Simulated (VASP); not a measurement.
Rh:

```xyz
1
Lattice="0.0000 1.8979 1.8979 1.8979 0.0000 1.8979 1.8979 1.8979 0.0000" Properties=species:S:1:pos:R:3 pbc="T T T"
Rh    0.0000    0.0000    0.0000
```

- Program: VASP 6.6.1
- Task: relaxation of cell and atoms
- Functional: RPBE
- Dispersion: D4
- Potentials or basis: VASP PAW PBE potentials, release 54 (Rh)
- Cutoff: 580 eV
- k mesh: 12 × 12 × 12
- Occupations: methfessel-paxton, width 0.2 eV
- Spin: no spin polarisation
- Hubbard terms: Rh d U = 4 eV

At the start: pressure -18.4 GPa; volume 13.67 Å³/atom.

**Question.** How do energy, volume and symmetry change on relaxing?

**Answer.** Over 5 steps the energy falls by 60.9 meV/atom and the volume is 12.68 Å³/atom (-7.2 %); space group Fm-3m (No. 225, to 0.05 Å).

The path:
```tsv
step	energy change (eV)	largest force (eV/Å)	pressure (GPa)	volume (Å³)
1	0.0000	0.0000	-18.38	13.67
2	0.3036	0.0000	72.34	10.80
3	-0.0607	0.0000	-1.24	12.74
4	-0.0609	0.0000	-0.30	12.70
5	-0.0609	0.0000	0.15	12.68
```

Final structure:
```
Rh
1.0
     0.00000    1.85102    1.85102
     1.85102    0.00000    1.85102
     1.85102    1.85102    0.00000
Rh
1
Direct
  0.00000 0.00000 0.00000
```

Caveat: the PAW data sets were made with another functional, which shifts forces and pressure a little; U without spin polarisation on a metal has little footing; pairwise dispersion overbinds metals, which lowers pressure and volume; the U is typed as a test and isn't derived for this compound.
